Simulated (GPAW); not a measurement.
Runs of GPAW 26.7.0 on TaN. The structure is cubic, space group Fm-3m (No. 225). The conventional cell has a = 4.423 Å, b = 4.423 Å, c = 4.423 Å, α = 90.00°, β = 90.00°, γ = 90.00°. Ta (site symmetry m-3m) has 6 N at 2.21 Å as nearest neighbours. Around N (site symmetry m-3m) lie 6 Ta at 2.21 Å. The cell comes from a database or a generator and needn't be the stable form of this composition.

```csv
task,level,potentials or basis,spin,k mesh,cutoff (eV),band path,band points,hybrids on these orbitals,spin axis theta (degrees),spin axis phi (degrees),mesh quality,pressure (GPa),V0 of scaled cells (Å³/atom),B0 (GPa)
one-shot levels on a semilocal density,PBE,"GPAW PAW data sets (gpaw-data 1.2.1), pw",off,6 × 6 × 6,600,-,-,"["HSE06", "HSE03", "YS-PBE0"]",-,-,coarse,-6.8,-,-
equation of state,PBE+D3,"GPAW PAW data sets (gpaw-data 1.2.1), pw",off,8 × 8 × 8,800,-,-,-,-,-,not flagged,-,10.57,349
equation of state,LDA,"the program's PAW data sets (release 1.2.1) made for this functional, pw",off,8 × 8 × 8,800,-,-,-,-,-,not flagged,-,(b),(c)
band structure,PBEint,"PAW data sets generated in the run's folder for this functional, pw","SOC, no magnetisation",8 × 8 × 8,800,"GXWKGLUWLK,UX",60,-,0,0,not flagged,-8.1,-,-
equation of state,PBE+D3(BJ),"GPAW PAW data sets (gpaw-data 1.2.1), pw",off,8 × 8 × 8,800,-,-,-,-,-,not flagged,-,(a),348
equation of state,PBE+D4,"GPAW PAW data sets (gpaw-data 1.2.1), pw",off,8 × 8 × 8,800,-,-,-,-,-,not flagged,-,10.63,334
```

Alike in all rows: cell as given; smearing fermi-dirac 0.05 eV.

Task: Fill in the values left out.

Result: (a) 10.56; (b) 10.24; (c) 373.

Caveats: some runs use coarse meshes; the cutoff is short for stress and forces, so pressures can be off by a GPa or more (some runs); one-shot exact exchange on a metal's smeared states is rough (some runs); spin-orbit coupling was added after a scalar SCF, so levels and gaps hold it while energy, forces, pressure and moments don't (some runs); this program's spin-orbit splittings come out too wide for heavy elements (some runs).
